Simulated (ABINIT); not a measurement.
**PbS in ABINIT: convergence with k mesh**

PbS:

```xyz
4
Lattice="2.0800 -5.9913 0.0000 2.0800 5.9913 0.0000 0.0000 0.0000 4.2793" Properties=species:S:1:pos:R:3 pbc="T T T"
Pb    2.1117    4.4658    1.0638
Pb    2.0495   -4.4220    3.2216
S     2.1410    1.7995    1.0576
S     2.0514   -1.7384    3.2188
```

The cell comes from a database or a generator and needn't be the stable form of this composition.

The cell isn't the ideal one: atoms moved at random, drawn with an rms of 0.05 Å.

| Property | Result |
| --- | --- |
| Program | ABINIT 10.8.3 (patched build) |
| Task | single point |
| Functional | PBE |
| Potentials or basis | JTH PAW PBE v2.0 sp |
| Cutoff | 544 eV |
| k mesh | 1 × 1 × 1 |
| Occupations | cold (ABINIT), width 0.1 eV |
| Spin | no spin polarisation |

These are the settings of the first run; the series varies k mesh, with any setting tied to it.

Hardware: 1 thread of Arm Neoverse V1, on a shared host.

Q: The values tried are 1 × 1 × 1, 2 × 2 × 1, 2 × 2 × 2, 3 × 3 × 2, 4 × 4 × 3, 4 × 4 × 4, 5 × 5 × 4, 6 × 6 × 5, 8 × 8 × 6, loosest first. From which on does the pressure stay within 0.1 GPa of the tightest run that finished?

A: From 5 × 5 × 4 on.

```csv
k mesh,energy less the tightest run (meV/atom),pressure (GPa),largest force (eV/Å),gap on the mesh (eV),SCF cycles,CPU time (s),peak memory (GiB)
1 × 1 × 1,-184.50,2.77,2.662,4.743,16,10,0.16
2 × 2 × 1,869.73,8.88,0.469,1.128,15,13,0.17
2 × 2 × 2,195.37,3.10,0.544,1.141,15,18,0.17
3 × 3 × 2,37.24,1.87,0.285,1.812,15,29,0.18
4 × 4 × 3,-2.23,1.63,0.506,1.115,16,68,0.2
4 × 4 × 4,-3.59,1.56,0.411,1.227,16,87,0.22
5 × 5 × 4,-1.71,1.63,0.422,1.319,17,140,0.24
6 × 6 × 5,0.71,1.68,0.440,1.089,16,230,0.3
8 × 8 × 6,0.00,1.67,0.438,1.120,17,500,0.46
```

Against the tightest run, the energy stays within 1 meV/atom from 6 × 6 × 5 on; the largest force stays within 0.005 eV/Å from 6 × 6 × 5 on. Not settled before the last step: the gap on the mesh (to 0.01 eV). Meshes of other sizes hit other points, so gaps and Fermi surfaces needn't settle smoothly. The tightest run that finished is the yardstick and may itself not be fully converged.

Caveat, for the tightest run too: spin-orbit coupling is left out, which as a rule narrows the gap of such compounds by several tenths of an eV; this set keeps more shells in the core, which shifts pressures and gaps.
